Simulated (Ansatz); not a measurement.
BN and the effect of the pressure

The cell as given:

```
N B
1.0
     0.00000    1.81300    1.81300
     1.81300    0.00000    1.81300
     1.81300    1.81300    0.00000
N B
1 1
Direct
  0.25000 0.25000 0.25000
  0.00000 0.00000 0.00000
```

Kept alike: task relaxation of cell and atoms; functional PBEsol; k mesh 13 × 13 × 13; occupations fermi-dirac, width 0.05 eV; no spin polarisation. Program: Ansatz, Ansatz PAW, cutoff 420 eV. The mesh is that of the run's cell of 2 atoms. No spin-orbit coupling.

```csv
"pressure, P (GPa)",volume (Å³/atom)
0,5.860
2,5.830
5,5.786
10,5.716
20,5.588
30,5.471
```

The relaxations keep at least the cell's symmetry (F-43m). The runs follow the start's structure, whether or not it is the stable one at these pressures. Ansatz's relaxations hold a Pulay term in the stress (up to 1.1 GPa here). All rows use potentials made for PBE.

The volume falls from 5.860 to 5.471 Å³/atom between 0 and 30 GPa. The volume falls ever more slowly, since the solid stiffens under load. At the pressures aimed at, which the runs meet within some tenths of a GPa, the step from 0 to 5 GPa gives a mean bulk modulus near 393 GPa, the last step 473 GPa.
